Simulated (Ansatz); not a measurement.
# MgF$_{2}$: do energies and stresses tell the same story?

The calculation used DFT r2SCAN, scalar-relativistic, plane waves, PAW (Ansatz 0.2.0).

Settings: cutoff 500 eV, Γ-centred mesh 6×6×8 on the computed 6-atom cell, Gaussian smearing of 0.02 eV; no spin polarisation.

Relaxed cell: P4_2/mnm, a = 4.622 Å, b = 4.622 Å, c = 3.046 Å, α = 90.00°, β = 90.00°, γ = 90.00°, 6 atoms in the primitive cell.

Energies at zero smearing and pressures from the stress tensor, at volumes with shape and atoms relaxed:
```
V (Å³/atom) E − E(first) (meV/atom) P (GPa)
     10.194                     0.00     7.43
     10.520                   -10.91     3.42
     10.845                   -14.30     0.01
     11.170                   -11.29    -2.89
     11.496                    -2.88    -5.33
```

Check P = −dE/dV between neighbouring volumes, and get the bulk modulus from the pressures alone.

With 1 eV/Å³ = 160.2 GPa:
```json
{"middle V (Å³/atom)": "10.357", "−ΔE/ΔV (GPa)": "5.371", "mean P (GPa)": "5.426"}
{"middle V (Å³/atom)": "10.682", "−ΔE/ΔV (GPa)": "1.668", "mean P (GPa)": "1.712"}
{"middle V (Å³/atom)": "11.008", "−ΔE/ΔV (GPa)": "-1.481", "mean P (GPa)": "-1.440"}
{"middle V (Å³/atom)": "11.333", "−ΔE/ΔV (GPa)": "-4.138", "mean P (GPa)": "-4.107"}
```

The two differ by 0.05 GPa at most. The mean of two end pressures misses the average over a step by about ΔV² P″/12, up to 0.05 GPa here; with that taken off 0.00 GPa remains. Around V = 10.845 Å³/atom, the two neighbours give B = −V ΔP/ΔV = 10.845 × 6.30 / 0.651 = 105.0 GPa, against B0 = 104.4 GPa from the Birch–Murnaghan fit of the energies.

Cost: 6 runs of about 5.3 core-minutes in all, on Arm Neoverse V1 (shared hosts).